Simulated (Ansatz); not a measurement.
La2O3, space group P-3m1, a comparison of functionals at one structure

Run with the Ansatz DFT code, driven from Python.

Script `la2o3_xc.py`:
```python
import ansatz as az
from ase import Atoms
from tabulate import tabulate


def main() -> None:
    atoms = Atoms(
        ["La", "La", "O", "O", "O"],
        scaled_positions=[
            [2 / 3, 1 / 3, 0.753764],
            [1 / 3, 2 / 3, 0.246236],
            [2 / 3, 1 / 3, 0.354109],
            [1 / 3, 2 / 3, 0.645891],
            [0.0, 0.0, 0.0],
        ],
        cell=[
            [3.930778, 0.0, 0.0],
            [-1.965389, 3.404153, 0.0],
            [0.0, 0.0, 6.111954],
        ],
        pbc=True,
    )
    crystal = az.Crystal.from_ase(atoms)

    model = (
        crystal.calculation()
        .pseudopotentials("paw")
        .kpoints(mesh=(6, 6, 4))
        .occupations(az.OccupationsMethod.FERMI_DIRAC)
        .stress()
    )

    rows = []
    for value in ["r2scan", "lda", "pbesol"]:
        rep = model.functional(value).run(threads=1).report
        rows.append((value, rep["free_energy_ev"] / len(rep["lattice"]["sites"]), rep["n_iterations"], sum(rep["stress_gpa"][i][i] for i in range(3)) / 3, rep["n_kpoints"]))

    print(tabulate(rows, headers=["functional", "F/atom (eV)", "iterations", "P (GPa)", "k-points"], floatfmt=".4f", tablefmt="plain"))


if __name__ == "__main__":
    main()
```

Running `python la2o3_xc.py` prints:
```text
DeckWarning: basis.ecutwfc = 500 eV, auto-derived from the records' recommended cutoffs: set by La (their level for a meta-GGA)
DeckWarning: basis.ecutwfc = 420 eV, auto-derived from the records' recommended cutoffs: set by La (normal level)
functional      F/atom (eV)    iterations    P (GPa)    k-points
r2scan           -2849.1431             9     0.6350          24
lda              -2765.5772             8    -6.3297          24
pbesol           -2802.9415             8    -3.0145          24
```
(Warnings from the package without file and line.)

From lowest to highest: LDA (-6.3 GPa), PBEsol (-3.0 GPa) and r2SCAN (0.6 GPa). At a fixed cell a lower pressure usually means a smaller equilibrium volume, so LDA prefers the smallest cell and r2SCAN the largest.

Notes:
- Pressure is positive in compression.
- The structure comes from a database of computed cells and needn't be a stable or known phase.
- Total energies of different functionals can't be compared; pressures, moments and gaps at this one structure can.
- Timing: 13 s on 1 thread of Arm Neoverse V2, with other jobs on the host, peak memory 0.6 GiB.
